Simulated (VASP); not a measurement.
A run of VASP 6.6.1 is set up as follows.

The input INCAR:

```
  PREC = Accurate
  ENCUT = 520
  EDIFF = 1E-6
  ISMEAR = -1
  SIGMA = 0.05
  LREAL = False
  LASPH = True
  NELM = 100
  ALGO = Normal
  ISIF = 2
  LWAVE = False
  LCHARG = True
  GGA = RE
  IVDW = 13
  LELF = True
  LVHAR = True
  NBANDS = 16
```

File KPOINTS:

```
Automatic mesh
0
Gamma
  7 7 7
```

The input POSCAR:

```
CdTe
1.0
    0.0000000000      3.2566523769      3.2566523769
    3.2566523769      0.0000000000      3.2566523769
    3.2566523769      3.2566523769      0.0000000000
Te Cd
1 1
Direct
    0.7500000000      0.7500000000      0.7500000000
    0.0000000000      0.0000000000      0.0000000000
```

Potentials or basis: VASP PAW PBE potentials, release 64 (Te, Cd).

Run with:

```console
$ cat potpaw_PBE.64/Te/POTCAR potpaw_PBE.64/Cd/POTCAR > POTCAR
$ mpirun -np 1 vasp_std > vasp.out
```

**Question.** Predict the band gap on the k mesh.

**Answer.** 0.84 eV, direct.

**Question.** Predict the dispersion energy per atom.

**Answer.** -0.557 eV.

**Question.** Predict the pressure.

**Answer.** 0.1 GPa.

Caveat: the PAW data sets were made with another functional, which shifts forces and pressure a little; spin-orbit coupling is left out, which moves the levels of the heavy elements.

**What was measured.**

A printed reference work, data compilation reports, for a bulk crystal of CdTe at 0 K: band gap 1.607 eV.

A measured gap of CdTe is 1.607 eV (0 K; a printed reference work, data compilation); the calculated 0.84 eV misses it by -0.77 eV. Spin-orbit coupling on Cd, Te is left out. The value is that of revPBE+D4, without temperature or zero-point motion. Semilocal functionals fall short of measured gaps as a rule.
